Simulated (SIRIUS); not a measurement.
The system is Eu.

```
Eu
1.0
    -2.30300    2.30300    2.30300
     2.30300   -2.30300    2.30300
     2.30300    2.30300   -2.30300
Eu
1
Cartesian
  0.0000 0.0000 0.0000
```

Base run:

| Quantity | Value |
| --- | --- |
| Program | SIRIUS 7.12.0 |
| Functional | PBE |
| Potentials or basis | all-electron FP-LAPW |
| Cutoff | 168 eV |
| Basis | apw+lo standard |
| k mesh | 8 × 8 × 8 |
| Occupations | fermi-dirac, width 0.05 eV |
| Spin | no spin polarisation |

Its results: band gap on the k mesh none (metal or under the smearing width).

Problem. The run is repeated on the same cell with these changes: spin from no spin polarisation to collinear spin, ferromagnetic start. What comes out?

Solution. Band gap on the k mesh none (metal or under the smearing width); net moment 7.40 μB per cell; site moments Eu +6.93 μB.

Caveats: spin-orbit coupling is left out, which moves the levels of the heavy elements (some runs).

Not every run made on this cell is shown here.
